## Reading a silicon band path, question by question

Silicon atoms can be linked into networks other than diamond. The one treated here has four atoms in its cell and four close neighbours around each atom. It is a model crystal computed with the PBE density functional, and whether it could be made is a separate matter. The questions below ask what its electron levels tell about light absorption and about the motion of charge.

Band structure of four-atom silicon (space group C2), computed with Ansatz 0.2.0 using PBE, PAW and plane waves to 420 eV, scalar-relativistic and without spin polarisation. The k mesh is 8x8x10, with Gaussian smearing of 0.02 eV. The Fermi level, the zero of energy, lies midway between the band edges on this mesh.

| row | band distance (1/Å) | level b2 from the Fermi level (eV) | level b1 from the Fermi level (eV) | level a1 from the Fermi level (eV) | level a2 from the Fermi level (eV) |
| --- | --- | --- | --- | --- | --- |
| 1 | 0.000 | -1.520 | -1.434 | 1.297 | 1.847 |
| 2 | 0.188 | -1.509 | -1.429 | 1.349 | 2.034 |
| 3 | 0.377 | -1.393 | -1.282 | 1.469 | 1.964 |
| 4 | 0.565 | -1.301 | -0.439 | 1.106 | 1.513 |
| 5 | 0.787 | -1.203 | -0.172 | 0.820 | 1.509 |
| 6 | 1.042 | -1.764 | -0.343 | 1.407 | 2.026 |
| 7 | 1.298 | -1.551 | -0.455 | 1.281 | 1.884 |
| 8 | 1.554 | -0.787 | -0.561 | 0.997 | 1.089 |
| 9 | 1.742 | -1.157 | -1.032 | 1.153 | 1.164 |
| 10 | 1.930 | -1.812 | -1.604 | 0.990 | 1.218 |
| 11 | 2.119 | -2.237 | -1.615 | 0.289 | 1.125 |
| 12 | 2.341 | -2.183 | -1.607 | 0.139 | 1.369 |
| 13 | 2.596 | -2.001 | -1.703 | 0.404 | 2.070 |
| 14 | 2.852 | -2.281 | -1.562 | 1.351 | 2.350 |
| 15 | 3.107 | -1.520 | -1.434 | 1.297 | 1.847 |
| 16 | 3.308 | -2.243 | -1.183 | 0.649 | 1.350 |
| 17 | 3.575 | -2.076 | -1.570 | 0.857 | 2.230 |
| 18 | 3.842 | -2.058 | -1.633 | 1.564 | 2.085 |
| 19 | 4.091 | -1.550 | -1.402 | 1.296 | 1.867 |
| 20 | 4.281 | -1.712 | -1.157 | 1.289 | 2.079 |
| 21 | 4.472 | -1.475 | -0.836 | 1.292 | 1.799 |
| 22 | 4.663 | -1.178 | -0.559 | 1.020 | 1.487 |

At each wave vector, b1 is the highest filled level and b2 the next below it; a1 is the lowest empty level and a2 the next above. The path runs from Gamma through Y, M and A back to Gamma, which is both row 1 and row 15. It then starts afresh at L_2, so the drop of a1 between rows 15 and 16 is a change of place and no steep band. The output after the text lists most of the differences used here.

### 1. Is this a metal or a semiconductor?

It is a semiconductor: b1 stays below zero and a1 above it in every row, and the regular mesh through the whole zone also finds a gap, of 0.294 eV. The highest filled level of the table is in row 5 and the lowest empty one in row 12, 0.311 eV above it. The two belong to different wave vectors, so the gap is indirect.

Finer steps along the same path put the top of the filled levels at Y, between rows 4 and 5, and reduce the gap to 0.286 eV. The direction of this correction is general. A coarse set of points can miss a summit or a valley floor, and either miss makes the gap look too wide.

### 2. From which photon energy does the crystal absorb light well?

A photon carries almost no momentum on the scale of this path, so it lifts an electron vertically, within one row. The smallest vertical distance from b1 to a1 in the table is 0.992 eV, in row 5, about three times the indirect gap; the finer steps lower it to about 0.95 eV at Y and 0.94 eV one step towards M. Between the two energies, absorption needs a lattice vibration to supply the momentum and is therefore weak. For strong absorption the vertical distance is what counts; for the number of thermally excited carriers it is the indirect gap.

### 3. Why is b1 flat at first and then steep?

From row 1 to row 3, b1 rises by only 0.15 eV; from row 3 to row 4 it rises by 0.84 eV. Two different bands are at work. The columns sort levels by energy, and between rows 2 and 3 two bands change places: the flat one that began as b1 continues as b2 in rows 3 and 4, while a rising one, which began as b2, has taken over b1. The rising band is itself flat near Gamma and steepens on the way: it lies at -1.520, -1.509, -1.282 and -0.439 eV in rows 1 to 4. On the finer steps the two come within about 0.01 eV of each other.

Symmetry explains why they can pass. The line from Gamma to Y runs along the two-fold axis of the crystal, and half a turn about this axis leaves each wave vector on the line unchanged. Every level there is either even or odd under the turn. An even and an odd level do not mix, so they may cross; two of the same kind mix and repel.

The empty levels seem to show the second case. Between rows 3 and 4, a1 stops rising and turns down. Its partner is not a2, which slides down smoothly and stays at least 0.3 eV above it, but the third empty level, which the table leaves out. On the finer steps that level falls steeply from 2.585 eV at row 3 and flattens near 1.8 eV just as a1 takes over the fall; the two come no closer than about 0.5 eV. The next column is not always the level that does the pushing. The even or odd character is inferred here from the shape of the levels, not read from the wave functions.

### 4. How heavy is a hole at the top of the filled levels?

Near a summit the energy falls with the square of the distance $q$ from it, and the curvature defines an effective mass $m^*$:

$$\Delta E=\frac{\hbar^2q^2}{2m^*},\qquad \frac{m^*}{m_e}=\frac{\hbar^2}{2m_e}\,\frac{q^2}{\Delta E}.$$

Here $\Delta E$ is the fall in energy, $m_e$ is the free-electron mass, and $\hbar^2/2m_e$ is about 3.8 eV Å². Row 4 lies twelve equal steps from Gamma, so one step is $0.565/12=0.047$ Å⁻¹. One step from Y towards Gamma, b1 has fallen by 0.090 eV. The mass is then $3.8\times0.047^2/0.090\approx0.09$ electron masses.

Two steps instead of one give 0.12, so "about 0.1" is as much as these steps allow. From Y towards M, at right angles to the axis, the same formula gives about 2.5 electron masses. A hole thus responds to a field along the axis twenty to thirty times more readily than to one pointing towards M.

### 5. Why is the hole so light along the axis?

A chain of atoms with alternating short and long bonds is a simpler system with the same feature. At the edge of its zone a filled and an empty level face each other across a vertical gap $\Delta$. Away from the edge they mix, with a strength that grows as $cq$, where $c$ is a constant, and push each other apart. Measured from the middle of the gap, the two levels are

$$E=\pm\sqrt{(\Delta/2)^2+(cq)^2}\approx\pm\left(\frac{\Delta}{2}+\frac{c^2q^2}{\Delta}\right).$$

A small vertical gap and strong mixing make a sharp curvature, hence a light carrier. The chain also predicts that the empty level bends up as much as the filled one bends down.

The silicon network behaves in this way near Y. One step towards Gamma, b1 falls by 0.090 eV and a1 rises by 0.094 eV. With $\Delta=0.95$ eV at Y and $c$ set by the fall of b1 in this first step, the square root gives 0.30 eV for two steps. Row 4, which was not used to set $c$, has 0.29 eV for b1 and 0.30 eV for a1.

Farther out the picture fails, because a1 meets the third empty level of question 3 and the chain has only two levels. It also fails for the gap as a whole: in the chain both edges sit at the same wave vector, whereas here the lowest empty level is near A.

The symmetry rule of question 3 now accounts for the direction as well. Mirrored bending along the axis suggests that b1 and a1 are of the same kind at Y. A small displacement along the axis mixes levels of the same kind, but one at right angles to it mixes only even with odd. The direct push between b1 and a1 would then be missing for small steps towards M, which fits the heavy hole found there. By the same argument, light polarised along the axis should be absorbed most strongly at the vertical gap.

### 6. Which digits can be trusted?

Within this one calculation, differences of a few hundredths of an electronvolt have a meaning, such as the fall of b1 beside Y. The third decimal needs more care. Row 12 lies 0.008 eV below the level at A, so the valley floor appears to be slightly off A. Spin-orbit coupling, which the calculation leaves out, could shift or split levels by a similar amount. At room temperature the thermal energy is about 0.026 eV, and electrons would spread over the whole shallow basin in any case.

### 7. What would a better functional change?

Mainly the size of the gap. PBE places the empty levels of semiconductors too close to the filled ones; for diamond silicon it gives roughly 0.6 eV where experiment finds a little over 1 eV (rough, recalled values). An error of that size here would exceed the computed gap itself. The 0.286 eV is best read as "small, and probably too small".

The places of the band edges are safer than their distance. Away from the ridge around Y and M, the highest b1 in the table is in row 22, about 0.4 eV below the summit. Outside the basin around A, the lowest a1 is in row 16, about 0.5 eV above the floor. Both rows lie near ends of the path, V_2 and L_2, that the table skips, so the true margins may be smaller. A correction that lifts all empty levels by a similar amount would widen the gap and leave it indirect, with its edges where they are.

Output of the analysis:

```
Highest filled level in the printed rows (row 5), eV: -0.172
Lowest empty level in the printed rows (row 12), eV: 0.139
Indirect gap from the printed rows, eV: 0.311
Indirect gap with the valence top at Y, eV: 0.286
Overestimate of the gap by thinning, eV: 0.025
Overestimate of the gap by the regular mesh, eV: 0.008
Smallest vertical gap in the printed rows (row 5), eV: 0.992
Vertical gap at row 12, eV: 1.746
Smallest vertical gap over indirect gap, printed rows: 3.19
Drop of a1 from row 15 to row 16 across the path break, eV: 0.648
Rise of b1 from row 1 to row 3, eV: 0.152
Rise of b1 from row 3 to row 4, eV: 0.843
Separation of b1 and b2 at the 7th point, eV: 0.042
Separation of b1 and b2 at the 8th point, eV: 0.013
Separation of a1 and a2 at the 11th point, eV: 0.309
Depth of the valley at row 12 below A, eV: 0.008
Thermal energy at 300 K, eV: 0.02585
Fall of b1 one step from Y towards Gamma, eV: 0.09
Rise of a1 one step from Y towards Gamma, eV: 0.094
Hole mass along the axis from one step, electron masses: 0.09385
Hole mass along the axis from row 4, electron masses: 0.1157
Hole mass from Y towards M from row 5, electron masses: 2.49
```
